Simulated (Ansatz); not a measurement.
# W2C under changes of volume

One of the cells (12.729 Å³/atom); the others are scaled copies at fixed shape and fractional positions:

```
W C
1.0
     3.07005    0.00000    0.00000
    -1.53502    2.65874    0.00000
     0.00000    0.00000    4.67843
W C
2 1
Direct
  0.66667 0.33333 0.25367
  0.33333 0.66667 0.74633
  0.00000 0.00000 0.00000
```

The cell comes from a database or a generator and needn't be the stable form of this composition.

| Property | Result |
| --- | --- |
| Program | Ansatz 0.2.0 |
| Functional | LDA |
| Potentials or basis | Ansatz PAW |
| Cutoff | 420 eV (not typed: the program's choice for these potentials) |
| k mesh | 10 × 10 × 6 |
| Occupations | fermi-dirac, width 0.05 eV |
| Spin | no spin polarisation |

| volume (Å³/atom) | energy over the lowest point (meV/atom) | pressure (GPa) | largest force (eV/Å) |
| --- | --- | --- | --- |
| 11.965 | 3.26 | 6.1 | 0.290 |
| 12.220 | 0.00 | -1.9 | 0.082 |
| 12.475 | ? | ? | ? |
| 12.729 | 28.36 | -15.4 | 0.286 |
| 12.984 | 57.56 | -21.2 | 0.449 |
| 13.238 | 95.36 | -26.3 | 0.599 |
| 13.493 | 140.88 | -30.9 | 0.738 |

Question: What does the run at 12.475 Å³/atom give?

Answer: Energy over the lowest point 8.81 meV/atom; pressure -9.0 GPa; largest force 0.109 eV/Å.

Worked out: A Birch-Murnaghan fit of order 3 (a polynomial in V^(-2/3)) to the other rows has its minimum at 12.16 Å³/atom with B0 = V·E''(V) = 372 GPa and B' = 4.4 at fixed shape and positions, which overstates the stiffness. It gives 8.82 meV/atom at 12.475 Å³/atom, against the run's 8.81, and -dE/dV = -9.1 GPa, against -9.0.

Energies are extrapolated to zero smearing.

Caveats: the PAW data sets come from PBE, with cores solved anew for the run's functional, which leaves a small shift of forces and pressure.
